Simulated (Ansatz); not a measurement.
HfSi2: pressure against volume

HfSi2, Cmcm, a = 3.656 Å, b = 14.588 Å, c = 3.642 Å. The structure is a COD entry; whether it is the stable form wasn't checked. Ansatz: r2SCAN, PAW, 500 eV, Γ-centred 10×10×10 mesh on 6 atoms, Gaussian smearing 0.10 eV; no spin polarisation. Shape and atoms are relaxed at each volume; pressure is positive in compression.

```tsv
V (Å³/atom)	P (GPa)
15.217	9.20
15.703	4.22
16.188	-0.02
16.674	-3.69
17.160	?
```

Q: Take V0 = 16.188 Å³/atom, count pressures from its P0 = -0.02 GPa, fit the third-order Birch–Murnaghan form to the other rows, and predict the missing pressure.

A: With the Eulerian strain f = ½[(V0/V)^(2/3) − 1] and y = (P − P0)/[3f(1 + 2f)^(5/2)], the form is the line y = B0 + 1.5 B0 (B0′ − 4) f. Rows (f, y): 0.02105, 131.7; 0.01024, 131.2; -0.00976, 131.7. Means f = 0.007177, y = 131.53; Σ(Δf)² = 0.0004887, ΣΔfΔy = -0.001532; the slope is their ratio. y = 131.6 − 3.134 f GPa, so B0 = 131.6 GPa and B0′ = 4 + 2 × (-3.134)/(3 × 131.6) = 3.98. At V = 17.160, f = -0.01906, y = 131.66 and P = -6.85 GPa. The run gave -6.88 GPa, so the fit is 0.03 GPa too high, a small miss on the scale of the series. The form still works here, 33 % of the fitted range beyond its end.

Spin–orbit coupling is left out, which can shift energies with elements as heavy as these.